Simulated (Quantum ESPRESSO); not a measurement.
Runs of Quantum ESPRESSO 7.5 on ZrSe2. The structure is trigonal, space group P-3m1 (No. 164). Conventional cell: a = 3.798 Å, b = 3.798 Å, c = 6.192 Å, α = 90.00°, β = 90.00°, γ = 120.00°. Zr (site symmetry -3m) has 6 Se at 2.68 Å as nearest neighbours. Around Se (site symmetry 3m) lie 3 Zr at 2.68 Å. 

```csv
task,level,potentials or basis,cell,k mesh,form of the LDA correlation,most ionic steps,forc conv thr,etot conv thr,ion dynamics,mesh quality,gap on the mesh (eV),pressure (GPa),largest force (eV/Å)
band structure,LDA,PseudoDojo 0.4.1 SR LDA standard,as given,8 × 8 × 5,PW92,-,-,-,-,not flagged,0.33,(a),0.08
relaxation of cell and atoms,PBEsol,PseudoDojo 0.4.1 SR PBEsol standard,relaxed to 0.3 kbar,8 × 8 × 5,-,40,0.0004 Ry/bohr,1e-05 Ry,bfgs,not flagged,(b),0.0,-
band structure,PBE,PseudoDojo 0.4.1 SR PBE standard,as given,8 × 8 × 5,-,-,-,-,-,not flagged,0.40,2.0,0.29
relaxation of cell and atoms,rev-vdW-DF2,PseudoDojo 0.4.1 SR PBE standard,relaxed to 0.3 kbar,4 × 4 × 3,-,40,0.0004 Ry/bohr,1e-05 Ry,bfgs,coarse,(c),0.0,-
```

Alike in all rows: no spin polarisation; cutoff (eV) 1170; smearing fermi-dirac 0.05 eV.

**Question.** Fill in the values left out.

**Answer.** (a) -3.1; (b) 0.14; (c) 0.32.

Caveats: some runs use coarse meshes; an odd mesh through Γ misses points on the zone boundary, where band edges often lie (some runs); this functional lacks dispersion, which binds the layers, so the pressure and a relaxed spacing across them are unreliable (some runs); the potentials were made for another functional, which shifts forces and pressure (some runs).

A k mesh can miss the band edges, and the runs leave out spin-orbit coupling on Se, Zr.
